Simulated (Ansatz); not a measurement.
Space group P6_3mc (No. 186). a = 4.197 Å, b = 4.197 Å, c = 6.828 Å, α = 90.00°, β = 90.00°, γ = 120.00°
```csv
atom,site,symmetry,x,y,z
Cd,2b,3m.,0.3333,0.6667,0.9992
S,2b,3m.,0.3333,0.6667,0.3758
```

Equation of state of this CdS structure (not necessarily the ground state), with shape and atoms relaxed at each volume where symmetry leaves them free. Theory: DFT PBE, scalar-relativistic, plane waves, PAW in Ansatz.

Cutoff 420 eV; k points 6×6×4 on the computed 4-atom cell (Γ-centred); Gaussian smearing, width 0.02 eV; no spin polarisation.

```
V (Å³/atom) E − E(largest V) (meV/atom) P (GPa) gap on mesh (eV)
     24.477                         3.42     3.79              1.26
     25.258                        -9.91     1.73              1.18
     26.039                       -14.01     0.00              1.11
     26.820                       -10.31    -1.47              1.04
     27.602                         0.00    -2.72              0.97
```

Question: Fit a third-order Birch–Murnaghan equation to E(V).

Answer: V0 = 26.04 Å³/atom, B0 = 53 GPa, B0' = 4.6.